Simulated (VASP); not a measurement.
Write the native input for VASP 6.6.1 that does the following.

* Task: band structure
* Functional: r2SCAN
* Potentials or basis: VASP PAW PBE potentials, release 64 (Ba_sv, Zr_sv, O)
* Cutoff: 520 eV
* k mesh: 6 × 6 × 6
* Occupations: gaussian, width 0.03 eV
* Spin: no spin polarisation
* Further INCAR settings: ALGO = Normal; EDIFF = 1e-06

The structure of BaZrO3 lies in POSCAR:

```
BaZrO3                                  
1.0
    4.1893664087      0.0000000000      0.0000000000
    0.0000000000      4.1893664087      0.0000000000
    0.0000000000      0.0000000000      4.1893664087
  Ba              Zr              O             
     1     1     3
Direct
     0.0000000000000000    0.0000000000000000    0.0000000000000000
     0.5000000000000000    0.5000000000000000    0.5000000000000000
     0.0000000000000000    0.5000000000000000    0.5000000000000000
     0.5000000000000000    0.0000000000000000    0.5000000000000000
     0.5000000000000000    0.5000000000000000    0.0000000000000000
```

These files were run (other wordings do the same):

INCAR

```
SYSTEM = BaZrO3
  ALGO = Normal
  EDIFF = 1E-6
  ENCUT = 520
  ISIF = 2
  ISMEAR = 0
  KPAR = 4
  LASPH = .True.
  LCHARG = .False.
  LMAXMIX = 4
  LMIXTAU = .True.
  LREAL = .False.
  LWAVE = .False.
  METAGGA = R2SCAN
  NELM = 80
  PREC = Accurate
  SIGMA = 0.03
```

KPOINTS

```
k-points
0
Gamma
  6 6 6
  0 0 0
```

KPOINTS_OPT

```
explicit points
128
Reciprocal
 0.0000000000  0.0000000000  0.0000000000 1
 0.0000000000  0.0555555556  0.0000000000 1
 0.0000000000  0.1111111111  0.0000000000 1
 0.0000000000  0.1666666667  0.0000000000 1
 0.0000000000  0.2222222222  0.0000000000 1
 0.0000000000  0.2777777778  0.0000000000 1
 0.0000000000  0.3333333333  0.0000000000 1
 0.0000000000  0.3888888889  0.0000000000 1
 0.0000000000  0.4444444444  0.0000000000 1
 0.0000000000  0.5000000000  0.0000000000 1
 0.0000000000  0.5000000000  0.0000000000 1
 0.0555555556  0.5000000000  0.0000000000 1
 0.1111111111  0.5000000000  0.0000000000 1
 0.1666666667  0.5000000000  0.0000000000 1
 0.2222222222  0.5000000000  0.0000000000 1
 0.2777777778  0.5000000000  0.0000000000 1
 0.3333333333  0.5000000000  0.0000000000 1
 0.3888888889  0.5000000000  0.0000000000 1
 0.4444444444  0.5000000000  0.0000000000 1
 0.5000000000  0.5000000000  0.0000000000 1
 0.5000000000  0.5000000000  0.0000000000 1
 0.4444444444  0.4444444444  0.0000000000 1
 0.3888888889  0.3888888889  0.0000000000 1
 0.3333333333  0.3333333333  0.0000000000 1
 0.2777777778  0.2777777778  0.0000000000 1
 0.2222222222  0.2222222222  0.0000000000 1
 0.1666666667  0.1666666667  0.0000000000 1
 0.1111111111  0.1111111111  0.0000000000 1
 0.0555555556  0.0555555556  0.0000000000 1
 0.0000000000  0.0000000000  0.0000000000 1
 0.0000000000  0.0000000000  0.0000000000 1
 0.0555555556  0.0555555556  0.0555555556 1
 0.1111111111  0.1111111111  0.1111111111 1
 0.1666666667  0.1666666667  0.1666666667 1
 0.2222222222  0.2222222222  0.2222222222 1
 0.2777777778  0.2777777778  0.2777777778 1
 0.3333333333  0.3333333333  0.3333333333 1
 0.3888888889  0.3888888889  0.3888888889 1
 0.4444444444  0.4444444444  0.4444444444 1
 0.5000000000  0.5000000000  0.5000000000 1
 0.5000000000  0.5000000000  0.5000000000 1
 0.4444444444  0.5000000000  0.4444444444 1
 0.3888888889  0.5000000000  0.3888888889 1
 0.3333333333  0.5000000000  0.3333333333 1
 0.2777777778  0.5000000000  0.2777777778 1
 0.2222222222  0.5000000000  0.2222222222 1
 0.1666666667  0.5000000000  0.1666666667 1
 0.1111111111  0.5000000000  0.1111111111 1
 0.0555555556  0.5000000000  0.0555555556 1
 0.0000000000  0.5000000000  0.0000000000 1
 0.5000000000  0.5000000000  0.0000000000 1
 0.5000000000  0.5000000000  0.0555555556 1
 0.5000000000  0.5000000000  0.1111111111 1
 0.5000000000  0.5000000000  0.1666666667 1
 0.5000000000  0.5000000000  0.2222222222 1
 0.5000000000  0.5000000000  0.2777777778 1
 0.5000000000  0.5000000000  0.3333333333 1
 0.5000000000  0.5000000000  0.3888888889 1
 0.5000000000  0.5000000000  0.4444444444 1
 0.5000000000  0.5000000000  0.5000000000 1
 0.0000000000  0.0000000000  0.0000000000 1
 0.0080048700  0.0000000000  0.0000000000 1
-0.0080048700  0.0000000000  0.0000000000 1
 0.0233475400  0.0000000000  0.0000000000 1
-0.0233475400  0.0000000000  0.0000000000 1
 0.0056603000  0.0056603000  0.0000000000 1
-0.0056603000 -0.0056603000  0.0000000000 1
 0.0165092000  0.0165092000  0.0000000000 1
-0.0165092000 -0.0165092000  0.0000000000 1
 0.0046216100  0.0046216100  0.0046216100 1
-0.0046216100 -0.0046216100 -0.0046216100 1
 0.0134797100  0.0134797100  0.0134797100 1
-0.0134797100 -0.0134797100 -0.0134797100 1
 0.0056603000 -0.0056603000  0.0000000000 1
-0.0056603000  0.0056603000  0.0000000000 1
 0.0165092000 -0.0165092000  0.0000000000 1
-0.0165092000  0.0165092000  0.0000000000 1
 0.5000000000  0.5000000000  0.0000000000 1
 0.5080048700  0.5000000000  0.0000000000 1
 0.4919951300  0.5000000000  0.0000000000 1
 0.5233475400  0.5000000000  0.0000000000 1
 0.4766524600  0.5000000000  0.0000000000 1
 0.5056603000  0.5056603000  0.0000000000 1
 0.4943397000  0.4943397000  0.0000000000 1
 0.5165092000  0.5165092000  0.0000000000 1
 0.4834908000  0.4834908000  0.0000000000 1
 0.5046216100  0.5046216100  0.0046216100 1
 0.4953783900  0.4953783900 -0.0046216100 1
 0.5134797100  0.5134797100  0.0134797100 1
 0.4865202900  0.4865202900 -0.0134797100 1
 0.5056603000  0.4943397000  0.0000000000 1
 0.4943397000  0.5056603000  0.0000000000 1
 0.5165092000  0.4834908000  0.0000000000 1
 0.4834908000  0.5165092000  0.0000000000 1
 0.5000000000  0.5000000000  0.5000000000 1
 0.5080048700  0.5000000000  0.5000000000 1
 0.4919951300  0.5000000000  0.5000000000 1
 0.5233475400  0.5000000000  0.5000000000 1
 0.4766524600  0.5000000000  0.5000000000 1
 0.5056603000  0.5056603000  0.5000000000 1
 0.4943397000  0.4943397000  0.5000000000 1
 0.5165092000  0.5165092000  0.5000000000 1
 0.4834908000  0.4834908000  0.5000000000 1
 0.5046216100  0.5046216100  0.5046216100 1
 0.4953783900  0.4953783900  0.4953783900 1
 0.5134797100  0.5134797100  0.5134797100 1
 0.4865202900  0.4865202900  0.4865202900 1
 0.5056603000  0.4943397000  0.5000000000 1
 0.4943397000  0.5056603000  0.5000000000 1
 0.5165092000  0.4834908000  0.5000000000 1
 0.4834908000  0.5165092000  0.5000000000 1
 0.0000000000  0.5000000000  0.0000000000 1
 0.0080048700  0.5000000000  0.0000000000 1
-0.0080048700  0.5000000000  0.0000000000 1
 0.0233475400  0.5000000000  0.0000000000 1
-0.0233475400  0.5000000000  0.0000000000 1
 0.0056603000  0.5056603000  0.0000000000 1
-0.0056603000  0.4943397000  0.0000000000 1
 0.0165092000  0.5165092000  0.0000000000 1
-0.0165092000  0.4834908000  0.0000000000 1
 0.0046216100  0.5046216100  0.0046216100 1
-0.0046216100  0.4953783900 -0.0046216100 1
 0.0134797100  0.5134797100  0.0134797100 1
-0.0134797100  0.4865202900 -0.0134797100 1
 0.0056603000  0.4943397000  0.0000000000 1
-0.0056603000  0.5056603000  0.0000000000 1
 0.0165092000  0.4834908000  0.0000000000 1
-0.0165092000  0.5165092000  0.0000000000 1
```

Potentials or basis: VASP PAW PBE potentials, release 64 (Ba_sv, Zr_sv, O).

The run is started by

```console
$ cat potpaw_PBE.64/Ba_sv/POTCAR potpaw_PBE.64/Zr_sv/POTCAR potpaw_PBE.64/O/POTCAR > POTCAR
$ mpirun -np 4 vasp_std > vasp.out
```

It gave:

```
Pressure                : 3.0 GPa
Band gap on the k mesh  : 3.71 eV, indirect (least direct gap 3.95 eV)
Band gap along the path : 3.71 eV, indirect (least direct gap 3.95 eV)
```

Caveat: the PAW data sets were made with another functional, which shifts forces and pressure a little; spin-orbit coupling is left out, which moves the levels of the heavy elements.

Run time: 80 s on 4 MPI ranks on AMD EPYC 9R45 (Zen 5) (shared host), peak memory 0.21 GiB a rank.
